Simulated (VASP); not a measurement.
# CdTe (F-43m) in VASP: settings compared, part 2 of 2

VASP 6.6.1.

## (3) Optical spectrum, PBE

INCAR

```
SYSTEM = CdTe
  ALGO = Normal
  CSHIFT = 0.1
  EDIFF = 1E-7
  ENCUT = 520
  GGA = PE
  ISIF = 2
  ISMEAR = 0
  LASPH = .TRUE.
  LCHARG = .FALSE.
  LOPTICS = .TRUE.
  LREAL = .FALSE.
  LWAVE = .FALSE.
  NBANDS = 41
  NEDOS = 1000
  NELM = 80
  PREC = Accurate
  SIGMA = 0.03
```

KPOINTS

```
k-points
0
G
  8 8 8
  0 0 0
```

POSCAR

```
CdTe                                    
1.0
    0.0000000000      3.2477981882      3.2477981882
    3.2477981882      0.0000000000      3.2477981882
    3.2477981882      3.2477981882      0.0000000000
  Cd              Te            
     1     1
Direct
     0.0000000000000000    0.0000000000000000    0.0000000000000000
     0.2500000000000000    0.2500000000000000    0.2500000000000000
```

Potentials or basis: VASP PAW PBE potentials, release 64 (Cd, Te).

On the command line:

```console
cat potpaw_PBE.64/Cd/POTCAR potpaw_PBE.64/Te/POTCAR > POTCAR
mpirun -np 1 vasp_std > vasp.out
```

OUTCAR:

```text
SYSTEM = CdTe
   EDIFF = 1E-7
   ENCUT = 520
   GGA = PE
   ISIF = 2
   ISMEAR = 0
   LASPH = .TRUE.
   LREAL = .FALSE.
   NELM = 80
   PREC = Accurate

 ion  position               nearest neighbor table
   1  0.000  0.000  0.000-   2 2.81   2 2.81   2 2.81   2 2.81
   2  0.250  0.250  0.250-   1 2.81   1 2.81   1 2.81   1 2.81

  LATTYP: Found a face centered cubic cell.
 ALAT       =     6.4955963764

  Lattice vectors:

 A1 = (   0.0000000000,   3.2477981882,   3.2477981882)
 A2 = (   3.2477981882,   0.0000000000,   3.2477981882)
 A3 = (   3.2477981882,   3.2477981882,   0.0000000000)

Analysis of symmetry for initial positions (statically):
=====================================================================
 Subroutine PRICEL returns:
 Original cell was already a primitive cell.

 Routine SETGRP: Setting up the symmetry group for a
 face centered cubic supercell.

 Subroutine GETGRP returns: Found 24 space group operations
 (whereof 24 operations were pure point group operations)
 out of a pool of 48 trial point group operations.

The static configuration has the point symmetry T_d .

Analysis of symmetry for dynamics (positions and initial velocities):
=====================================================================
 Subroutine PRICEL returns:
 Original cell was already a primitive cell.

 Routine SETGRP: Setting up the symmetry group for a
 face centered cubic supercell.

 Subroutine GETGRP returns: Found 24 space group operations
 (whereof 24 operations were pure point group operations)
 out of a pool of 48 trial point group operations.

The dynamic configuration has the point symmetry T_d .

 Subroutine INISYM returns: Found 24 space group operations
 (whereof 24 operations are pure point group operations),
 and found     1 'primitive' translations

----------------------------------------------------------------------------------------

                                     Primitive cell

  volume of cell :      68.5168

  direct lattice vectors                    reciprocal lattice vectors
     0.000000000  3.247798188  3.247798188    -0.153950452  0.153950452  0.153950452
     3.247798188  0.000000000  3.247798188     0.153950452 -0.153950452  0.153950452
     3.247798188  3.247798188  0.000000000     0.153950452  0.153950452 -0.153950452

  length of vectors
     4.593080246  4.593080246  4.593080246     0.266650005  0.266650005  0.266650005

[... 126 lines left out ...]
  free energy    TOTEN  =        -4.78270818 eV

  energy without entropy =       -4.78270818  energy(sigma->0) =       -4.78270818

 E-fermi :   2.4472     XC(G=0):  -8.5545

 val. band max:        2.2856556280   @ k =   0.0000   0.0000   0.0000
 cond. band min:       3.0365952352   @ k =   0.0000   0.0000   0.0000
 fundamental gap:      0.7509396071
 Fermi energy:         2.4471534547

 k-point     1 :       0.0000    0.0000    0.0000
  band No.  band energies     occupation
      1      -8.8490      2.00000
      2      -5.9775      2.00000
      3      -5.9775      2.00000
      4      -5.9775      2.00000
      5      -5.7220      2.00000
      6      -5.7220      2.00000
[... 565 lines left out ...]
     20      17.3091      0.00000
     21      18.1685      0.00000

 [... further k-points ...]

 [bands above 21 left out]

------------------------ aborting loop because EDIFF is reached ----------------------------------------

  FORCE on cell =-STRESS in cart. coord.  units (eV):
  Direction    XX          YY          ZZ          XY          YZ          ZX
  --------------------------------------------------------------------------------------
  -------------------------------------------------------------------------------------
  Total        1.0213048      1.0213048      1.0213048     -0.0000000      0.0000000      0.0000000
  in kB       23.8818996     23.8818996     23.8818996     -0.0000000      0.0000000      0.0000000
  external PRESSURE =      23.8818996 kB  Pullay stress =       0.0000000 kB

 VOLUME and BASIS-vectors are now :
 -----------------------------------------------------------------------------
  energy-cutoff  :      520.00
  volume of cell :       68.52
      direct lattice vectors                 reciprocal lattice vectors
     0.000000000  3.247798188  3.247798188    -0.153950452  0.153950452  0.153950452
     3.247798188  0.000000000  3.247798188     0.153950452 -0.153950452  0.153950452
     3.247798188  3.247798188  0.000000000     0.153950452  0.153950452 -0.153950452

 POSITION                                       TOTAL-FORCE (eV/Angst)
 -----------------------------------------------------------------------------------
      0.00000      0.00000      0.00000         0.000000      0.000000      0.000000
      1.62390      1.62390      1.62390        -0.000000     -0.000000     -0.000000
 -----------------------------------------------------------------------------------
    total drift:                               -0.000000     -0.000000     -0.000000

  FREE ENERGIE OF THE ION-ELECTRON SYSTEM (eV)
  ---------------------------------------------------
  free  energy   TOTEN  =        -4.7827081837 eV

  energy  without entropy=       -4.7827081837  energy(sigma->0) =       -4.78270818

 electrical conductivity sigma (Mega S m-1) (frequency dependency in vasprun.xml)
  --------------------------------------------------------------------------------------
       0.000       0.000       0.000
       0.000       0.000      -0.000
       0.000      -0.000       0.000

  frequency dependent IMAGINARY DIELECTRIC FUNCTION (independent particle, no local field effects) density-density
     E(ev)      X         Y         Z        XY        YZ        ZX
  --------------------------------------------------------------------------------------------------------------
     0.00000     0.00000     0.00000     0.00000     0.00000     0.00000     0.00000
     0.51213     1.24582     1.24582     1.24582    -0.00000    -0.00000    -0.00000
     1.02426     1.17639     1.17639     1.17639    -0.00000    -0.00000    -0.00000
     1.53640     1.47902     1.47902     1.47902    -0.00000    -0.00000    -0.00000
     2.04853     1.93284     1.93284     1.93284    -0.00000     0.00000    -0.00000
     2.56066    10.43284    10.43284    10.43284     0.00000     0.00000    -0.00000
[... 92 lines left out ...]
    50.18891     0.00057     0.00057     0.00057     0.00000    -0.00000     0.00000
    50.70105     0.00055     0.00055     0.00055     0.00000    -0.00000     0.00000

  frequency dependent      REAL DIELECTRIC FUNCTION (independent particle, no local field effects) density-density
     E(ev)        X           Y           Z          XY          YZ          ZX
  --------------------------------------------------------------------------------------------------------------
     0.00000    10.83390    10.83390    10.83390    -0.00000    -0.00000    -0.00000
     0.51213    12.41816    12.41816    12.41816     0.00000     0.00000    -0.00000
     1.02426     7.58550     7.58550     7.58550     0.00000     0.00000    -0.00000
     1.53640    11.60056    11.60056    11.60056     0.00000     0.00000    -0.00000
     2.04853    10.20669    10.20669    10.20669     0.00000     0.00000    -0.00000
     2.56066     5.47121     5.47121     5.47121     0.00000     0.00000     0.00000
[... 92 lines left out ...]
    50.18891     0.88423     0.88423     0.88423    -0.00000     0.00000    -0.00000
    50.70105     0.88710     0.88710     0.88710    -0.00000     0.00000    -0.00000

  frequency dependent IMAGINARY DIELECTRIC FUNCTION (independent particle, no local field effects) current-current
     E(ev)      X         Y         Z        XY        YZ        ZX
  --------------------------------------------------------------------------------------------------------------
     0.00000    38.36876    38.36876    38.36876    -0.00000    -0.00000    -0.00000
     0.51213     5.68814     5.68814     5.68814    -0.00000    -0.00000    -0.00000
     1.02426     2.44487     2.44487     2.44487    -0.00000    -0.00000    -0.00000
     1.53640     2.86141     2.86141     2.86141    -0.00000    -0.00000    -0.00000
     2.04853     2.82716     2.82716     2.82716    -0.00000    -0.00000    -0.00000
     2.56066    10.74901    10.74901    10.74901     0.00000     0.00000    -0.00000
[... 92 lines left out ...]
    50.18891     0.00011     0.00011     0.00011    -0.00000     0.00000    -0.00000
    50.70105     0.00010     0.00010     0.00010    -0.00000     0.00000    -0.00000

  frequency dependent      REAL DIELECTRIC FUNCTION (independent particle, no local field effects) current-current
     E(ev)        X           Y           Z          XY          YZ          ZX
  --------------------------------------------------------------------------------------------------------------
     0.00000    10.63801    10.63801    10.63801     0.00000     0.00000    -0.00000
     0.51213    11.89133    11.89133    11.89133     0.00000    -0.00000    -0.00000
     1.02426     7.40072     7.40072     7.40072     0.00000    -0.00000    -0.00000
     1.53640    11.41541    11.41541    11.41541     0.00000    -0.00000    -0.00000
     2.04853    10.03022    10.03022    10.03022     0.00000     0.00000    -0.00000
     2.56066     4.64626     4.64626     4.64626     0.00000     0.00000    -0.00000
[... 92 lines left out ...]
    50.18891     0.88427     0.88427     0.88427    -0.00000    -0.00000     0.00000
    50.70105     0.88714     0.88714     0.88714    -0.00000    -0.00000     0.00000
```

stdout:

```text
POSCAR found type information on POSCAR CdTe
 POSCAR found :  2 types and       2 ions
 scaLAPACK will be used
 LDA part: xc-table for (Slater+PW92), standard interpolation
 POSCAR, INCAR and KPOINTS ok, starting setup
 FFT: planning ... GRIDC
 FFT: planning ... GRID_SOFT
 FFT: planning ... GRID
 WAVECAR not read
 entering main loop
 optical routines
 imaginary and real dielectric function
 recalculating local potential from charge density
 direction            1
 direction            2
 direction            3
```

Run time: 83 s. Hardware: 1 thread of Intel Xeon Platinum 8488C (Sapphire Rapids), shared host; peak memory 0.28 GiB.

What came out:

| Property | Result |
| --- | --- |
| Free energy | -4.7827 eV |
| Pressure | 2.4 GPa |
| Band gap on the k mesh | 0.75 eV, direct |

Dielectric function (mean over the directions given):
```csv
energy (eV),real part,imaginary part
0.26,11.13,0.27
1.28,9.48,0.72
2.30,15.03,5.83
3.33,6.42,10.54
4.40,1.17,18.67
5.43,-1.30,8.44
6.45,-2.36,6.08
7.48,-2.37,2.93
8.55,-1.53,1.61
9.58,-0.76,1.24
10.60,-0.43,0.79
11.63,-0.31,0.78
12.70,-0.09,0.76
13.73,-0.11,0.69
14.75,0.23,0.49
15.77,0.24,0.33
16.85,0.36,0.29
17.87,0.48,0.33
18.90,0.45,0.42
19.97,0.56,0.25
```

Caveat: spectra need much finer meshes, so this one isn't converged; independent-particle spectra lack excitons; spin-orbit coupling is left out, which moves the levels of the heavy elements.

## (4) Elastic constants, LDA

This run uses another cell than the first one, of 33.07 Å³/atom, 0.965 times its volume.

POSCAR

```
CdTe
1.0
   -0.0000000000      3.2097955496      3.2097955496
    3.2097955496      0.0000000000      3.2097955496
    3.2097955496      3.2097955496      0.0000000000
  Cd              Te
     1     1
Direct
     0.0000000000000000    0.0000000000000000    0.0000000000000000
     0.2500000000000000    0.2500000000000000    0.2500000000000000
```

INCAR.step1

```
ALGO = Normal
EDIFF = 1E-8
EDIFFG = -0.002
ENCUT = 600
IBRION = 2
ISIF = 3
ISMEAR = 0
LASPH = True
LCHARG = False
LREAL = False
LWAVE = False
NELM = 80
NSW = 40
PREC = Accurate
SIGMA = 0.03
```

INCAR.step2

```
ALGO = Normal
EDIFF = 1E-8
ENCUT = 600
IBRION = 6
ISIF = 3
ISMEAR = 0
LASPH = True
LCHARG = False
LEPSILON = True
LREAL = False
LWAVE = False
NELM = 80
NFREE = 2
NSW = 1
POTIM = 0.015
PREC = Accurate
SIGMA = 0.03
```

KPOINTS

```
k-points
0
Monkhorst-Pack
  12 12 12
```

Potentials or basis: VASP PAW LDA potentials, release 64 (Cd, Te).

On the command line:

```console
cat potpaw_LDA.64/Cd/POTCAR potpaw_LDA.64/Te/POTCAR > POTCAR
cp INCAR.step1 INCAR
mpirun -np 1 vasp_std > vasp.out
cp CONTCAR POSCAR
cp INCAR.step2 INCAR
mpirun -np 1 vasp_std > vasp.out
```

It took 2.1 h on 1 thread of AMD EPYC 9R14 (Zen 4), shared host; peak memory 2.1 GiB.

Results (log left out):

| Property | Result |
| --- | --- |
| Electronic dielectric tensor (diagonal) | 9.11 |
| Born charges (mean of the diagonal) | Cd +2.12; Te -2.12 e |
| Elastic constants C11, C12, C44 | 58, 40, 21 GPa |
| Voigt bulk modulus | 46 GPa |
| Highest phonon frequency at Γ, LO-TO splitting left out | 149 cm⁻¹ |

Phonon frequencies in cm⁻¹ (negative: imaginary):
```tsv
q point	frequencies
(0.000, 0.000, 0.000)	0 0 0 149 149 149
```

Elastic tensor in Voigt notation (GPa, in the Cartesian axes of the cell as first typed):
```
58 40 40  0  0  0
40 58 40  0  0  0
40 40 58  0  0  0
 0  0  0 21  0  0
 0  0  0  0 21  0
 0  0  0  0  0 21
```

Electronic dielectric tensor:
```
9.11 0.00 0.00
0.00 9.11 0.00
0.00 0.00 9.11
```

Born effective charge tensors (e):
atom 1, Cd
```
2.12 0.00 0.00
0.00 2.12 0.00
0.00 0.00 2.12
```
atom 2, Te
```
-2.12  0.00  0.00
 0.00 -2.12  0.00
 0.00  0.00 -2.12
```

Clamped-ion elastic tensor (GPa):
```
58 40 40  0  0  0
40 58 40  0  0  0
40 40 58  0  0  0
 0  0  0 42  0  0
 0  0  0  0 42  0
 0  0  0  0  0 42
```

## (5) Against experiment

Step 3. Against the measured gap of CdTe, 1.607 eV (0 K; a printed reference work, data compilation), the calculated 0.75 eV is off by -0.86 eV. Spin-orbit coupling on Cd, Te is left out. The value is that of PBE, without temperature or zero-point motion. Semilocal functionals fall short of measured gaps as a rule.
